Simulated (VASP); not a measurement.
## WS2: equation of state with PBE

Crystal: WS2.

```xyz
3
Lattice="1.5790 0.9116 6.1633 -1.5790 0.9116 6.1633 0.0000 -1.8233 6.1633" Properties=species:S:1:pos:R:3 pbc="T T T"
W     0.0000    0.0000    0.0000
S     0.0000    0.0000   10.7427
S     0.0000    0.0000   13.8730
```

Measurements of this composition are mostly on another form, of space group No. 194.

```json
{
  "Program": "VASP 6.6.1",
  "Task": "equation of state",
  "Functional": "PBE",
  "Potentials or basis": "VASP PAW PBE potentials, release 64 (W_sv, S)",
  "Cutoff": "520 eV",
  "k mesh": "10 × 10 × 10",
  "Occupations": "fermi-dirac, width 0.05 eV",
  "Spin": "no spin polarisation"
}
```

```json
{"Equilibrium volume": "18.24 Å³/atom", "Bulk modulus at fixed shape and positions": "156 GPa", "Pressure derivative of the bulk modulus": "4.3"}
```

Energy against volume, from the lowest point:
```csv
volume (Å³/atom),energy (meV/atom)
16.679,76.25
17.034,43.67
17.389,20.73
17.744,6.46
18.099,0.00
18.454,0.57
18.809,7.48
```

All runs of the series together: 18 min on 1 thread of Intel(R) Xeon(R) 6975P-C (Granite Rapids), on a shared host.

Caveat: the cell was scaled at fixed shape and fractional positions, which overstates the stiffness of a crystal with free parameters, most of all of layers and chains. The run has no spin-orbit coupling, so splittings on W are missing.
